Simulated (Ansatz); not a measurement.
Results of r²SCANh in Ansatz (PAW) for zinc-blende InN (metastable phase).

Numerical settings: plane-wave cutoff 520 eV, 10×10×10 k mesh, Fermi–Dirac smearing 0.01 eV, scalar-relativistic PAW data made under PBE.

Cell (relaxed at this level):

```cif
data_InN
_chemical_formula_sum 'In1 N1'
_space_group_name_H-M_alt 'P 1'
_space_group_IT_number 1
_cell_length_a 3.52310
_cell_length_b 3.52310
_cell_length_c 3.52310
_cell_angle_alpha 60.000
_cell_angle_beta 60.000
_cell_angle_gamma 60.000
loop_
_space_group_symop_operation_xyz
  'x, y, z'
loop_
_atom_site_label
_atom_site_type_symbol
_atom_site_fract_x
_atom_site_fract_y
_atom_site_fract_z
_atom_site_occupancy
In1 In 0.00000 0.00000 0.00000 1
N1 N 0.25000 0.25000 0.25000 1
```

**Question.** Predict the bulk modulus B0, band gap and pressure derivative B′ of the bulk modulus.

**Answer.** 
bulk modulus B0: 146 GPa
band gap: 0.40 eV (on the SCF k mesh)
pressure derivative B′ of the bulk modulus: 4.5

Measured, for comparison: band gap 0.61 eV (low temperature, zero-point motion not removed, photoluminescence, epilayer; as tabulated in Schörmann, As, Lischka, Schley, Goldhahn et al., Appl. Phys. Lett. 89, 261903 …).

Spin–orbit coupling is not included.

Ansatz is a quantum-chemistry and plane-wave program.
